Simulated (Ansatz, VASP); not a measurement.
CaO in VASP and in Ansatz

Contents of INCAR:

```
SYSTEM = CaO
PREC = Accurate
ENCUT = 520
EDIFF = 1E-6
ISMEAR = -1
SIGMA = 0.05
LREAL = .FALSE.
LASPH = .TRUE.
NELM = 60
ALGO = Normal
ISIF = 2
LWAVE = .FALSE.
LCHARG = .FALSE.
GGA = PS
NBANDS = 15
```

File KPOINTS:

```
regular mesh
0
G
  10 10 10
  0 0 0
```

Contents of POSCAR:

```
CaO
1.0
    0.0000000000      2.4351850560      2.4351850560
    2.4351850560      0.0000000000      2.4351850560
    2.4351850560      2.4351850560      0.0000000000
Ca O
1 1
Direct
    0.0000000000      0.0000000000      0.0000000000
    0.5000000000      0.5000000000      0.5000000000
```

The input input.yaml:

```yaml
crystal:
  lattice:
    - [0.0, 2.435185056, 2.435185056]
    - [2.435185056, 0.0, 2.435185056]
    - [2.435185056, 2.435185056, 0.0]
  atoms:
    - { symbol: Ca, position: [0.0, 0.0, 0.0] }
    - { symbol: O, position: [0.5, 0.5, 0.5] }
kpoints:
  mp_grid: { grid: [10, 10, 10] }
scf:
  occupations: { method: fermi_dirac, width: 0.05 }
hamiltonian:
  xc: pbesol
  pseudopotentials: { kind: all_electron, lapw: { basis_error: 0.001 } }
output:
  forces: true
  stress: true
  eigenvalues: true
```

Change from the starting cell: volume scaled by 1.04.

Alike in both runs: task single point; functional PBEsol; k mesh 10 × 10 × 10; occupations fermi-dirac, width 0.05 eV; no spin polarisation.

```csv
,VASP,Ansatz
version,VASP 6.6.1,Ansatz 0.2.0
potentials or method,"VASP PAW PBE potentials, release 64 (Ca_sv, O)","all-electron LAPW, scalar-relativistic"
plane-wave cutoff (eV),520,see its input
```

VASP gave:

| Quantity | Value |
| --- | --- |
| gap on the k mesh at the Fermi level (eV) | 3.55 |
| least direct gap on the mesh (eV) | 3.93 |
| pressure (GPa) | -6.0 |

Question: What did Ansatz give for the same quantities?

Answer: gap on the k mesh at the Fermi level (eV): 3.56; least direct gap on the mesh (eV): 3.95; pressure (GPa): -6.4.

Ansatz ran all-electron here, so the differences hold the error of VASP's frozen core and of both bases.

Caveats: the PAW data sets were made with another functional, which shifts forces and pressure a little (VASP). A k mesh can miss the band edges.
